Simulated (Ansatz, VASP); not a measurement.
## Two plane-wave programs on CdS

```
Cd S
1.0
     3.24233    0.00000    0.00000
     0.00000    3.24233    0.00000
     0.00000    0.00000    3.24233
Cd S
1 1
Direct
  0.00000 0.00000 0.00000
  0.50000 0.50000 0.50000
```

Alike in both runs: functional PBE; k mesh 13 × 13 × 13; occupations fermi-dirac, width 0.1 eV; no spin polarisation.

Ansatz relaxed the structure, and its values are those at the end. VASP's run is a single point on that final structure, the one shown.

|  | VASP | Ansatz |
| --- | --- | --- |
| version | VASP 6.6.1 | Ansatz 0.2.0 |
| potentials or method | VASP PAW PBE potentials, release 64 (Cd, S) | PAW with Ansatz's default frozen-core files, scalar-relativistic |
| plane-wave cutoff (eV) | 520 | 420 |
| valence electrons in the cell | 18 | 26 |

|  | VASP | Ansatz | Ansatz less VASP |
| --- | --- | --- | --- |
| pressure (GPa) | 15.7 | 15.0 | -0.67 |

The two sets of potentials don't hold the same shells in valence.

Caveats: so large a pressure means that the cell lies far from this level's equilibrium, or that cutoff or potentials fall short (VASP).
